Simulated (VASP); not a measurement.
MgO, 2 atoms in the cell. The structure is cubic, space group Fm-3m (No. 225). Conventional cell: a = 4.247 Å, b = 4.247 Å, c = 4.247 Å, α = 90.00°, β = 90.00°, γ = 90.00°. Mg (site symmetry m-3m) has 6 O at 2.12 Å as nearest neighbours. O (site symmetry m-3m) is surrounded by 6 Mg at 2.12 Å. 

- Program: VASP 6.6.1
- Task: relaxation of cell and atoms
- Functional: PBE
- Potentials or basis: VASP PAW PBE potentials, release 64 (Mg, O)
- Cutoff: 520 eV
- k mesh: 12 × 12 × 12
- Occupations: gaussian, width 0.02 eV
- Spin: no spin polarisation
- Further INCAR settings: ALGO = Normal; EDIFF = 1e-07; IBRION = 2; EDIFFG = -0.002; NSW = 80; ISIF = 3

Potentials or basis: VASP PAW PBE potentials, release 64 (Mg, O).

Command:

```sh
$ cat potpaw_PBE.64/Mg/POTCAR potpaw_PBE.64/O/POTCAR > POTCAR
$ mpirun -np 1 vasp_std > vasp.out
```

Hardware: 1 thread of Intel(R) Xeon(R) Platinum 8259CL CPU @ 2.50GHz (Skylake/Cascade Lake), on a shared host.

Problem. How long does it take, and how much memory?

Solution. Run time: 7.8 s on 1 thread of Intel(R) Xeon(R) Platinum 8259CL CPU @ 2.50GHz (Skylake/Cascade Lake), on a shared host, peak memory 0.14 GiB. Counts: scf iterations 13, k points 72, ion steps 1.
